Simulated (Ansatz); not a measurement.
**Ta2Si: compression at zero temperature**

Aim: relax Ta2Si at pressures from -2 to 40 GPa within the symmetry of the start, and follow volume, cell shape and gap.

Program: Ansatz 0.2.0. Level of theory: DFT r2SCAN, scalar-relativistic, plane waves, PAW. These are calculated values, not measurements.

1 further run of the same task is left out (set aside as unsound or not needed).

## (1) The starting structure

Symmetry: I4/mcm, No. 140, tetragonal system. The conventional cell has a = 6.168 Å, b = 6.168 Å, c = 5.049 Å, α = 90.00°, β = 90.00°, γ = 90.00°. Around Ta (site symmetry m2m) lie 4 Si at 2.63 Å and 3 Ta at 2.85 to 2.94 Å. Around Si (site symmetry 422) lie 2 Si at 2.52 Å and 8 Ta at 2.63 Å.

Coordinates:

```
CELL_PARAMETERS angstrom
-3.08411 3.08411 2.52470
3.08411 -3.08411 2.52470
3.08411 3.08411 -2.52470
ATOMIC_POSITIONS crystal
Ta 0.66358 0.83642 0.50000
Ta 0.83642 0.33642 0.17283
Ta 0.33642 0.16358 0.50000
Ta 0.16358 0.66358 0.82717
Si 0.25000 0.25000 0.00000
Si 0.75000 0.75000 0.00000
```

It goes back to an entry of the Materials Project, which need not be the stable form.

It is the result of an earlier relaxation at this level (volume 16.01 Å³/atom; gap on the mesh: none (metal)).

## (2) Target pressure -2 GPa

File input.yaml:

```yaml
crystal:
  lattice:
    - [-3.1039055288, 3.1039055288, 2.5409041455]
    - [3.1039055288, -3.1039055288, 2.5409041455]
    - [3.1039055288, 3.1039055288, -2.5409041455]
  atoms:
    - { symbol: Ta, position: [0.6635845216, 0.8364154784, 0.5] }
    - { symbol: Ta, position: [0.8364154784, 0.3364154784, 0.1728309568] }
    - { symbol: Ta, position: [0.3364154784, 0.1635845216, 0.5] }
    - { symbol: Ta, position: [0.1635845216, 0.6635845216, 0.8271690432] }
    - { symbol: Si, position: [0.25, 0.25, 0.0] }
    - { symbol: Si, position: [0.75, 0.75, 0.0] }
basis:
  ecutwfc: 500
kpoints:
  mp_grid: { grid: [10, 10, 10] }
hamiltonian:
  xc: r2scan
scf:
  occupations: { method: gaussian, width: 0.1 }
output:
  forces: true
  stress: true
  eigenvalues: true
relax:
  adjacent_minimum: "off"
  f_tol: 0.008
  max_steps: 50
  cell: { stress_tol: 0.08, p_target: -2.0 }
```

Command:

```bash
$ ansatz run input.yaml --threads 1 --pin off --max-ram 2560MiB --backend cpu --events-out ev --progress --plain --runs-dir out
```

Further runs follow: 2 GPa; target pressure 5 GPa; 10 GPa; target pressure 20 GPa; 40 GPa.

**Question.** What will these runs give? Wanted: bulk modulus B0; B0'.

As calculated:

| quantity | value |
| --- | --- |
| volume at 40 GPa | 14.00 Å³/atom, V/V0 = 0.874 |
| bulk modulus B0 (third-order Birch-Murnaghan) | 229 GPa |
| B0' | 3.9 |

In words: Up to 40 GPa the volume falls by 12.6 %. A third-order Birch-Murnaghan curve fits the points with B0 = 229 GPa. The symmetry of the start is kept, so a transition to another structure would not show. Spin-orbit coupling is left out for Ta.
